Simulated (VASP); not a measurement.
Data:

```
CELL_PARAMETERS angstrom
      0.00000     3.08772     3.08772
      3.08772     0.00000     3.08772
      3.08772     3.08772     0.00000
ATOMIC_POSITIONS crystal
  Zn 0.00000 0.00000 0.00000
  Te 0.25000 0.25000 0.25000
```

Method: PBE GGA, VASP's PBE PAW potentials (set 64) (plane waves; VASP). Run with 530 eV cut-off, 7×7×7 Γ-centred mesh, Gaussian smearing of 0.050 eV, potentials Zn Te.

Task: Give the elastic stiffness tensor with the ions relaxed (GPa, in the frame of the cell).

Result: 
```json
[
 {"": "xx", "xx": "64.1", "yy": "34.7", "zz": "34.7", "yz": "0.0", "xz": "0.0", "xy": "0.0"},
 {"": "yy", "xx": "34.7", "yy": "64.1", "zz": "34.7", "yz": "0.0", "xz": "0.0", "xy": "0.0"},
 {"": "zz", "xx": "34.7", "yy": "34.7", "zz": "64.1", "yz": "0.0", "xz": "0.0", "xy": "0.0"},
 {"": "yz", "xx": "0.0", "yy": "0.0", "zz": "0.0", "yz": "29.8", "xz": "0.0", "xy": "0.0"},
 {"": "xz", "xx": "0.0", "yy": "0.0", "zz": "0.0", "yz": "0.0", "xz": "29.8", "xy": "0.0"},
 {"": "xy", "xx": "0.0", "yy": "0.0", "zz": "0.0", "yz": "0.0", "xz": "0.0", "xy": "29.8"}
]
```

Task: What does the run give for the Hill bulk modulus, Hill shear modulus, Young's modulus, Poisson's ratio?

Result: 
The Hill bulk modulus comes out as 44.5 GPa. The Hill shear modulus comes out as 22.4 GPa, the Young's modulus comes out as 57.6 GPa and the Poisson's ratio comes out as 0.284.

Measured: C11 71.1 GPa (computed value off by -9.8 %), C12 40.7 GPa (computed value off by -14.8 %), C44 31.3 GPa (computed value off by -5.0 %), as given by Oses et al., (2018), arXiv:1811.08464. The calculation is for a static lattice, while the measured C11, C12, C44 hold thermal and zero-point effects, which are part of the difference.

The compound is ZnTe in the zinc blende structure. It was relaxed first.
